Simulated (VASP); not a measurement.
# TiTe2 (P-3m1) in VASP: a series of runs, part 2 of 2

VASP 6.6.1.

## Step 4: Relaxation of shape and atoms at fixed volume, PBE (a relaxed cell with its volume scaled by 1.04)

The input, INCAR:

```
PREC = Accurate
ENCUT = 300
EDIFF = 1E-7
ISMEAR = 1
SIGMA = 0.1
LREAL = False
LASPH = True
NELM = 80
ALGO = Normal
ISIF = 4
LWAVE = False
LCHARG = False
GGA = PE
IBRION = 2
NSW = 40
EDIFFG = -0.01
```

The input, KPOINTS:

```
regular mesh
0
Gamma
  6 6 3
```

The input, POSCAR:

```
TiTe2                                   
1.0
    3.8390611073     -0.0000000000      0.0000000000
   -1.9195305537      3.3247244456     -0.0000000000
   -0.0000000000      0.0000000000      6.6882509025
  Ti              Te            
     1     2
Direct
     0.0000000000000000    1.0000000000000000    1.0000000000000000
     0.6666666667000030    0.3333333332999970    0.2572299828178191
     0.3333333332999970    0.6666666667000030    0.7427700171821809
```

Potentials or basis: VASP PAW PBE potentials, release 64 (Ti, Te).

Started as:

```bash
cat potpaw_PBE.64/Ti/POTCAR potpaw_PBE.64/Te/POTCAR > POTCAR
mpirun -np 1 vasp_std > vasp.out
```

OUTCAR:

```text
PREC = Accurate
   ENCUT = 300
   EDIFF = 1E-7
   ISMEAR = 1
   LREAL = False
   LASPH = True
   NELM = 80
   ISIF = 4
   GGA = PE
   IBRION = 2
   NSW = 40
   EDIFFG = -0.01

 ion  position               nearest neighbor table
   1  0.000  0.000  0.000-   2 2.81   3 2.81   2 2.81   3 2.81   2 2.81   3 2.81
   2  0.667  0.333  0.257-   1 2.81   1 2.81   1 2.81
   3  0.333  0.667  0.743-   1 2.81   1 2.81   1 2.81

  LATTYP: Found a hexagonal cell.
 ALAT       =     3.8390611073
 C/A-ratio  =     1.7421579692

  Lattice vectors:

 A1 = (   3.8390611073,   0.0000000000,   0.0000000000)
 A2 = (  -1.9195305537,   3.3247244456,   0.0000000000)
 A3 = (   0.0000000000,   0.0000000000,   6.6882509025)

Analysis of symmetry for initial positions (statically):
=====================================================================
 Subroutine PRICEL returns:
 Original cell was already a primitive cell.

 Routine SETGRP: Setting up the symmetry group for a
 hexagonal supercell.

 Subroutine GETGRP returns: Found 12 space group operations
 (whereof 12 operations were pure point group operations)
 out of a pool of 24 trial point group operations.

The static configuration has the point symmetry D_3d.

Analysis of symmetry for dynamics (positions and initial velocities):
=====================================================================
 Subroutine PRICEL returns:
 Original cell was already a primitive cell.

 Routine SETGRP: Setting up the symmetry group for a
 hexagonal supercell.

 Subroutine GETGRP returns: Found 12 space group operations
 (whereof 12 operations were pure point group operations)
 out of a pool of 24 trial point group operations.

The dynamic configuration has the point symmetry D_3d.

 Subroutine INISYM returns: Found 12 space group operations
 (whereof 12 operations are pure point group operations),
 and found     1 'primitive' translations

----------------------------------------------------------------------------------------

                                     Primitive cell

  volume of cell :      85.3676

  direct lattice vectors                    reciprocal lattice vectors
     3.839061107  0.000000000  0.000000000     0.260480355  0.150388403  0.000000000
    -1.919530554  3.324724446  0.000000000     0.000000000  0.300776806  0.000000000
     0.000000000  0.000000000  6.688250903     0.000000000  0.000000000  0.149515922

  length of vectors
     3.839061107  3.839061107  6.688250903     0.300776806  0.300776806  0.149515922

  position of ions in fractional coordinates (direct lattice)
     0.000000000  0.000000000  0.000000000
     0.666666667  0.333333333  0.257229983
     0.333333333  0.666666667  0.742770017

  ion indices of the primitive-cell ions
   primitive index   ion index
                 1           1
                 2           2
                 3           3

----------------------------------------------------------------------------------------

 KPOINTS: regular mesh

Automatic generation of k-mesh.
 Grid dimensions read from file:
 generate k-points for:    6    6    3

 Generating k-lattice:

  Cartesian coordinates                     Fractional coordinates (reciprocal lattice)
     0.043413392  0.025064734  0.000000000     0.166666667  0.000000000  0.000000000
     0.000000000  0.050129468  0.000000000     0.000000000  0.166666667  0.000000000
     0.000000000  0.000000000  0.049838641     0.000000000  0.000000000  0.333333333

  Length of vectors
     0.050129468  0.050129468  0.049838641

  Shift w.r.t. Gamma in fractional coordinates (k-lattice)
     0.000000000  0.000000000  0.000000000

 Subroutine IBZKPT returns following result:
 ===========================================

 Found     17 irreducible k-points:

 Following reciprocal coordinates:
            Coordinates               Weight
  0.000000  0.000000  0.000000      1.000000
  0.166667 -0.000000  0.000000      6.000000
  0.333333 -0.000000  0.000000      6.000000
  0.500000  0.000000  0.000000      3.000000
  0.166667  0.166667  0.000000      6.000000
  0.333333  0.166667  0.000000     12.000000
[... 9 lines left out ...]
 -0.166667  0.500000  0.333333     12.000000
  0.333333  0.333333  0.333333      4.000000
   k-points           NKPTS =     17   k-points in BZ     NKDIM =     17   number of bands    NBANDS=     12
   number of dos      NEDOS =    301   number of ions     NIONS =      3
   total plane-waves  NPLWV =  23040
   dimension x,y,z NGX =    24 NGY =   24 NGZ =   40
   dimension x,y,z NGXF=    48 NGYF=   48 NGZF=   80
   ions per type =               1   2
   NGX,Y,Z   is equivalent  to a cutoff of  10.39, 10.39,  9.94 a.u.
   NGXF,Y,Z  is equivalent  to a cutoff of  20.79, 20.79, 19.89 a.u.
 SYSTEM =  unknown system
   PREC   = accura    normal or accurate (medium, high low for compatibility)
   ISTART =      0    job   : 0-new  1-cont  2-samecut
   ICHARG =      2    charge: 1-file 2-atom 10-const
   ISPIN  =      1    spin polarized calculation?
   LNONCOLLINEAR =      F non collinear calculations
   LSORBIT =      F    spin-orbit coupling
   LASPH  =      T    aspherical Exc in radial PAW
   ENCUT  =  300.0 eV  22.05 Ry    4.70 a.u.   5.42  5.42  9.45*2*pi/ulx,y,z
   NELM   =     80;   NELMIN=  2; NELMDL= -5     # of ELM steps
   EDIFF  = 0.1E-06   stopping-criterion for ELM
   LREAL  =      F    real-space projection
   EDIFFG = -.1E-01   stopping-criterion for IOM
   NSW    =     40    number of steps for IOM
   IBRION =      2    ionic relax: 0-MD 1-quasi-New 2-CG
   NFREE  =      1    steps in history (QN), initial steepest desc. (CG)
   ISIF   =      4    stress and relaxation
   ISYM   =      2    0-nonsym 1-usesym 2-fastsym
   POTIM  = 0.5000    time-step for ionic-motion
   TEBEG  =    0.0;   TEEND  =   0.0 temperature during run
   PSTRESS=    0.0 pullay stress
   NELECT =      16.0000    total number of electrons
   NUPDOWN=      -1.0000    fix difference up-down
   EMIN   =  10.00;   EMAX   =-10.00  energy-range for DOS
   EFERMI =   0.00;   METHOD = LEGACY
   ISMEAR =     1;   SIGMA  =   0.10  broadening in eV -4-tet -1-fermi 0-gaus
   EFERMI_NEDOS =   21; number of points for ismear=-14 and -15
   IALGO  =     38    algorithm
   IMIX   =      4    mixing-type and parameters
     AMIX     =   0.40;   BMIX     =  1.00
     AMIX_MAG =   1.60;   BMIX_MAG =  1.00
  volume/ion in A,a.u.               =      28.46       192.03
  Fermi-wavevector in a.u.,A,eV,Ry     =   0.936880  1.770446 11.942422  0.877743
  Thomas-Fermi vector in A             =   2.063934
   LORBIT       =      0    0 simple, 1 ext, 2 COOP (PROOUT), +10 PAW based schemes
   GGA     = PE    functional components
   LHFCALC =     F    Hartree Fock is set to
   AEXX    =    0.0000 exact exchange contribution
   IVDW    =     0    specifies the selected vdW correction
   LEPSILON=     F    determine dielectric tensor
   LRPA    =     F    only Hartree local field effects (RPA)
 conjugate gradient relaxation of ions
 non-spin polarized calculation
 Methfessel and Paxton  Order N= 1 SIGMA  =   0.10
  energy-cutoff  :      300.00
  volume of cell :       85.37
 maximum number of plane-waves:      1039
 NGX is ok and might be reduce to    24
   NGX = 11   NGY = 11   NGZ = 19

--------------------------------------- Ionic step        1  -------------------------------------------

 number of electron      16.0000001 magnetization

 Free energy of the ion-electron system (eV)
  ---------------------------------------------------
  ext. energy  EPLUGINS =         0.00000000
  ---------------------------------------------------
  free energy    TOTEN  =       -16.08297572 eV

  energy without entropy =      -16.08301631  energy(sigma->0) =      -16.08298925

------------------------ aborting loop because EDIFF is reached ----------------------------------------

  FORCE on cell =-STRESS in cart. coord.  units (eV):
  Direction    XX          YY          ZZ          XY          YZ          ZX
  --------------------------------------------------------------------------------------
  -------------------------------------------------------------------------------------
  Total       -1.1629368     -1.1629368     -1.1801693      0.0000000      0.0000000     -0.0000000
  in kB      -21.8259653    -21.8259653    -22.1493845      0.0000000      0.0000000     -0.0000000
  external PRESSURE =     -21.9337717 kB  Pullay stress =       0.0000000 kB
[... 170 lines left out ...]
  energy  without entropy=      -16.0981817326  energy(sigma->0) =      -16.09783428

--------------------------------------- Ionic step        6  -------------------------------------------

 number of electron      15.9999995 magnetization

 Free energy of the ion-electron system (eV)
  ---------------------------------------------------
  ext. energy  EPLUGINS =         0.00000000
  ---------------------------------------------------
  free energy    TOTEN  =       -16.09921327 eV

  energy without entropy =      -16.09904900  energy(sigma->0) =      -16.09915851

 E-fermi :   4.9725     XC(G=0):  -9.4288

 val. band max:        4.9198106722   @ k =   0.3333  -0.0000   0.3333
 cond. band min:       5.0035895404   @ k =   0.1667  -0.0000   0.0000
 fundamental gap:      0.0837788682
 Fermi energy:         4.9724721053

 k-point     1 :       0.0000    0.0000    0.0000
  band No.  band energies     occupation
      1      -7.1590      2.00000
      2      -5.9271      2.00000
      3       0.1402      2.00000
      4       3.3185      2.00000
      5       3.3185      2.00000
      6       5.1699     -0.01738
      7       5.3426     -0.00000
      8       5.3426     -0.00000
      9       5.3557     -0.00000
     10       5.9925     -0.00000
     11       5.9925     -0.00000
     12       8.0985      0.00000
[... 268 lines left out ...]
  FREE ENERGIE OF THE ION-ELECTRON SYSTEM (eV)
  ---------------------------------------------------
  free  energy   TOTEN  =       -16.0992132667 eV

  energy  without entropy=      -16.0990490010  energy(sigma->0) =      -16.09915851

 reached required accuracy - stopping structural energy minimisation
```

CONTCAR:

```text
TiTe2
   1.00000000000000
     3.8080891862140023    0.0000000000054886    0.0000000000000000
    -1.9040445931518444    3.2979019751332932    0.0000000000000000
     0.0000000000000000   -0.0000000000000000    6.7974869818785262
  Ti              Te
     1     2
Direct
     1.0000000000000000    0.0000000000000000    0.0000000000000000
     0.6666666667000030    0.3333333332999970    0.2496780143340405
     0.3333333332999970    0.6666666667000030    0.7503219856659594

  0.00000000E+00  0.00000000E+00  0.00000000E+00
  0.00000000E+00  0.00000000E+00  0.00000000E+00
  0.00000000E+00  0.00000000E+00  0.00000000E+00
```

Wall time 62 s (1 thread of Intel Xeon Platinum 8488C (Sapphire Rapids), shared host); peak memory 0.15 GiB.

Results:

| Quantity | Value |
| --- | --- |
| Free energy | -16.0992 eV |
| Energy gained by relaxing | 5.4 meV/atom |
| Ionic steps | 6 |
| Pressure after relaxing | -0.6 GPa |
| Largest force after relaxing | 0.005 eV/Å |
| Band gap on the k mesh | none (metal or under the smearing width) |

Forces in eV/Å, atoms in the order of the input:
```
Ti   0.000  0.000  0.000
Te   0.000  0.000  0.005
Te   0.000  0.000 -0.005
```

Step by step:
```csv
step,energy change (eV),largest force (eV/Å),pressure (GPa)
1,0.0000,0.3192,-2.19
2,-0.0079,0.1897,-1.75
3,-0.0119,0.0237,-1.16
4,-0.0120,0.0026,-1.08
5,-0.0147,0.0005,-0.90
6,-0.0162,0.0048,-0.62
```

Final structure:
```
CELL_PARAMETERS angstrom
3.80809 0.00000 0.00000
-1.90404 3.29790 0.00000
0.00000 0.00000 6.79749
ATOMIC_POSITIONS crystal
Ti 0.00000 0.00000 0.00000
Te 0.66667 0.33333 0.24968
Te 0.33333 0.66667 0.75032
```

Caveat: this functional lacks dispersion, which binds the layers, so the pressure and a relaxed spacing across them are unreliable.

## Step 5: Relaxation of shape and atoms at fixed volume, PBE (a relaxed cell with its volume scaled by 1.06)

INCAR is that of step 4.

KPOINTS is that of step 4.

The input, POSCAR:

```
TiTe2                                   
1.0
    3.8635143851     -0.0000000000      0.0000000000
   -1.9317571926      3.3459016054     -0.0000000000
   -0.0000000000      0.0000000000      6.7308523753
  Ti              Te            
     1     2
Direct
     0.0000000000000000    1.0000000000000000    1.0000000000000000
     0.6666666667000030    0.3333333332999970    0.2572299828178191
     0.3333333332999970    0.6666666667000030    0.7427700171821809
```

Started as:

```bash
cat potpaw_PBE.64/Ti/POTCAR potpaw_PBE.64/Te/POTCAR > POTCAR
mpirun -np 1 vasp_std > vasp.out
```

It took 56 s on 1 thread of Intel Xeon Platinum 8488C (Sapphire Rapids), shared host; peak memory 0.15 GiB.

It converged, with:

* Free energy: -16.0927 eV
* Energy gained by relaxing: 12.3 meV/atom
* Ionic steps: 7
* Pressure after relaxing: -0.7 GPa
* Band gap on the k mesh: none (metal or under the smearing width)

The path:
| step | energy change (eV) | largest force (eV/Å) | pressure (GPa) |
| --- | --- | --- | --- |
| 1 | 0.0000 | 0.4586 | -3.12 |
| 2 | -0.0165 | 0.2833 | -2.52 |
| 3 | -0.0262 | 0.0245 | -1.60 |
| 4 | -0.0321 | 0.0215 | -1.34 |
| 5 | -0.0369 | 0.0185 | -0.74 |
| 6 | -0.0369 | 0.0184 | -0.72 |
| 7 | -0.0369 | 0.0008 | -0.66 |

Final structure:
```xyz
3
Lattice="3.8060 0.0000 0.0000 -1.9030 3.2961 0.0000 0.0000 0.0000 6.9357" Properties=species:S:1:pos:R:3 pbc="T T T"
Ti   -1.9030    3.2961    0.0000
Te    1.9030    1.0987    1.7023
Te    0.0000    2.1974    5.2334
```

Levels at points of the mesh, in eV from the Fermi level:
```csv
k point,band 6,band 7,band 8,band 9,band 10,band 11
"(0.00, 0.00, 0.00)",0.07,0.39,0.39,0.40,1.07,1.07
"(0.50, 0.00, 0.00)",-2.23,-1.73,-0.88,0.06,1.10,1.41
```

Caveat: this functional lacks dispersion, which binds the layers, so the pressure and a relaxed spacing across them are unreliable.

## Step 6: Relaxation of cell and atoms, PBE+D3(BJ)

This run uses another cell than the first one, of 26.76 Å³/atom, 0.978 times its volume.

The input, INCAR:

```
SYSTEM = TiTe2
  ALGO = Normal
  EDIFF = 1E-6
  EDIFFG = -0.01
  ENCUT = 600
  GGA = PE
  IBRION = 2
  ISIF = 3
  ISMEAR = 1
  IVDW = 12
  LASPH = .True.
  LCHARG = .False.
  LREAL = .False.
  LWAVE = .False.
  NELM = 80
  NSW = 90
  PREC = Accurate
  SIGMA = 0.1
```

The input, KPOINTS:

```
k-points
0
Gamma
  12 12 6
  0 0 0
```

The input, POSCAR:

```
TiTe2
1.0
    3.7770000000      0.0000000000      0.0000000000
   -1.8885000000      3.2709779501      0.0000000000
    0.0000000000      0.0000000000      6.4980000000
Ti Te
1 2
Direct
    0.0000000000      0.0000000000      0.0000000000
    0.6666666667      0.3333333333      0.2628000000
    0.3333333333      0.6666666667      0.7372000000
```

Potentials or basis: VASP PAW PBE potentials, release 64 (Ti_sv, Te).

Started as:

```bash
cat potpaw_PBE.64/Ti_sv/POTCAR potpaw_PBE.64/Te/POTCAR > POTCAR
mpirun -np 1 vasp_std > vasp.out
```

Run time: 11 min. Hardware: 1 thread of Intel Xeon Platinum 8488C (Sapphire Rapids), shared host; peak memory 0.36 GiB.

Results (log left out):

```
Free energy                            : -17.7166 eV
Relaxed volume                         : 25.14 Å³/atom
Relaxed cell                           : a = 3.698 Å, b = 3.698 Å, c = 6.367 Å, α = 90.00°, β = 90.00°, γ = 120.00°
Space group after relaxing (to 0.05 Å) : P-3m1 (No. 164)
Energy gained by relaxing              : 12.1 meV/atom
Ionic steps                            : 9
Pressure after relaxing                : 0.0 GPa
Largest force after relaxing           : 0.005 eV/Å
Band gap on the k mesh                 : none (metal or under the smearing width)
Dispersion energy per atom             : -0.523 eV
```

Forces in eV/Å, atoms in the order of the input:
```
Ti   0.000  0.000  0.000
Te   0.000  0.000 -0.005
Te   0.000  0.000  0.005
```

Stress tensor (GPa, compression positive):
```
-0.05  0.00  0.00
 0.00 -0.05  0.00
 0.00  0.00  0.03
```

Step by step:
```tsv
step	energy change (eV)	largest force (eV/Å)	pressure (GPa)	volume (Å³)
1	0.0000	0.0447	-2.05	80.28
2	-0.0162	0.4485	1.15	76.36
3	-0.0195	0.3277	0.16	77.47
4	-0.0287	0.2023	0.06	76.86
5	-0.0320	0.0649	-0.02	76.22
6	-0.0340	0.0396	-0.08	76.08
7	-0.0362	0.0333	-0.26	75.69
8	-0.0352	0.0644	0.55	74.81
9	-0.0364	0.0051	-0.02	75.43
```

Final structure:
```yaml
crystal:
  lattice:
    - [3.69849, 0.00000, 0.00000]
    - [-1.84925, 3.20299, 0.00000]
    - [0.00000, 0.00000, 6.36744]
  atoms:
    - { symbol: Ti, position: [0.00000, 0.00000, 0.00000] }
    - { symbol: Te, position: [0.66667, 0.33333, 0.27172] }
    - { symbol: Te, position: [0.33333, 0.66667, 0.72828] }
```

Levels at points of the mesh, in eV from the Fermi level:
```tsv
k point	band 10	band 11	band 12	band 13	band 14	band 15
(0.00, 0.00, 0.00)	0.23	0.43	0.43	0.72	1.26	1.26
(0.50, 0.00, 0.00)	-2.55	-1.74	-1.20	-0.06	1.26	1.62
(0.00, 0.00, 0.50)	-1.53	0.41	0.41	0.82	0.82	1.08
(0.50, 0.00, 0.50)	-2.12	-0.93	-0.48	-0.41	1.26	1.61
```

Spin-orbit coupling is left out, which matters for the levels of Te.

## Step 7: Overview

| task | level | potentials or basis | cell | k mesh | cutoff (eV) | gap on the mesh (eV) | pressure (GPa) |
| --- | --- | --- | --- | --- | --- | --- | --- |
| relaxation of shape and atoms at fixed volume | PBE | VASP PAW PBE potentials, release 64 (Ti, Te) | atoms relaxed at fixed volume | 6 × 6 × 3 | 300 | none | 0.0 |
| relaxation of shape and atoms at fixed volume | PBE | VASP PAW PBE potentials, release 64 (Ti, Te) | atoms relaxed at fixed volume from: a relaxed cell with its volume scaled by 1.02 | 6 × 6 × 3 | 300 | none | -0.4 |
| relaxation of shape and atoms at fixed volume | PBE | VASP PAW PBE potentials, release 64 (Ti, Te) | atoms relaxed at fixed volume from: a relaxed cell with its volume scaled by 1.04 | 6 × 6 × 3 | 300 | none | -0.6 |
| relaxation of shape and atoms at fixed volume | PBE | VASP PAW PBE potentials, release 64 (Ti, Te) | atoms relaxed at fixed volume from: a relaxed cell with its volume scaled by 1.06 | 6 × 6 × 3 | 300 | none | -0.7 |
| relaxation of cell and atoms | PBE+D3(BJ) | VASP PAW PBE potentials, release 64 (Ti_sv, Te) | relaxed | 12 × 12 × 6 | 600 | none | 0.0 |

Alike in all rows: no spin polarisation; smearing methfessel-paxton 0.1 eV.

Caveats: this functional lacks dispersion, which binds the layers, so the pressure and a relaxed spacing across them are unreliable (some runs); the relaxation stopped at its first step, so nothing moved (some runs).

Absolute energies hang on the potentials; compare differences alone.
